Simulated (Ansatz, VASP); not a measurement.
MgO in VASP and in Ansatz

File INCAR:

```
PREC     = Accurate       # precision mode
ENCUT    = 520            # plane-wave cutoff, eV
EDIFF    = 1E-6           # SCF threshold, eV
ISMEAR   = 0              # smearing method
SIGMA    = 0.05           # smearing width, eV
LREAL    = False          # projectors in reciprocal space
LASPH    = True           # aspherical terms in the spheres
NELM     = 100            # most SCF steps
ALGO     = Normal         # electronic algorithm
ISIF     = 2              # what is computed and relaxed
LWAVE    = False          # write WAVECAR
LCHARG   = False          # write CHGCAR
GGA      = PS             # functional
NBANDS   = 16             # bands
```

The input KPOINTS:

```
regular mesh
0
Gamma
  9 9 6
```

The input POSCAR:

```
MgO
1.0
    3.4131635912      0.0000000000      0.0000000000
   -1.7065817956      2.9558863772      0.0000000000
    0.0000000000      0.0000000000      4.3906063377
Mg O
2 2
Direct
    0.6465117478      0.2930234957      0.7500000000
    0.3534882522      0.7069765043      0.2500000000
    0.6815065062      0.3630130124      0.2500000000
    0.3184934938      0.6369869876      0.7500000000
```

Input for Ansatz:

```yaml
crystal:
  lattice:
    - [3.4131635912, 0.0, 0.0]
    - [-1.7065817956, 2.9558863772, 0.0]
    - [0.0, 0.0, 4.3906063377]
  atoms:
    - { symbol: Mg, position: [0.6465117478, 0.2930234957, 0.75] }
    - { symbol: Mg, position: [0.3534882522, 0.7069765043, 0.25] }
    - { symbol: O, position: [0.6815065062, 0.3630130124, 0.25] }
    - { symbol: O, position: [0.3184934938, 0.6369869876, 0.75] }
basis:
  ecutwfc: 520.0
kpoints:
  mp_grid: { grid: [9, 9, 6] }
hamiltonian:
  xc: pbesol
  pseudopotentials: { kind: paw, azcp: { folder: soft_1 } }
scf:
  occupations: { method: gaussian, width: 0.05 }
output:
  forces: true
  stress: true
  eigenvalues: true
  write_density: true
  write_potential: true
  elf: true
  volumetric_format: npy
```

Change from the starting cell: mode 5 frozen in at -0.122 Å, strain +e along z and -e/2 along x and y +0.0467.

Alike in both runs: task single point; functional PBEsol; k mesh 9 × 9 × 6; occupations gaussian, width 0.05 eV; no spin polarisation.

|  | VASP | Ansatz |
| --- | --- | --- |
| version | VASP 6.6.1 | Ansatz 0.2.0 |
| potentials or method | VASP PAW PBE potentials, release 64 (Mg, O) | scalar-relativistic, plane waves, PAW |
| plane-wave cutoff (eV) | 520 | 520 |
| valence electrons in the cell | 16 | 32 |

|  | VASP | Ansatz | Ansatz less VASP |
| --- | --- | --- | --- |
| gap on the k mesh at the Fermi level (eV) | 3.11 | 3.12 | +0.009 |
| least direct gap on the mesh (eV) | 3.11 | 3.12 | +0.009 |
| pressure (GPa) | 0.9 | 1.3 | +0.35 |
| largest component of the traceless stress (GPa) | 6.16 | 6.05 | -0.116 |
| rms of the force components (eV/Å) | 0.423 | 0.418 | -0.0053 |

Atom by atom the forces differ by 0.005 eV/Å (rms over components). The two sets of potentials don't hold the same shells in valence. Ansatz warned: «pseudo_functional_mismatch».

Caveats: the PAW data sets were made with another functional, which shifts forces and pressure a little (VASP).
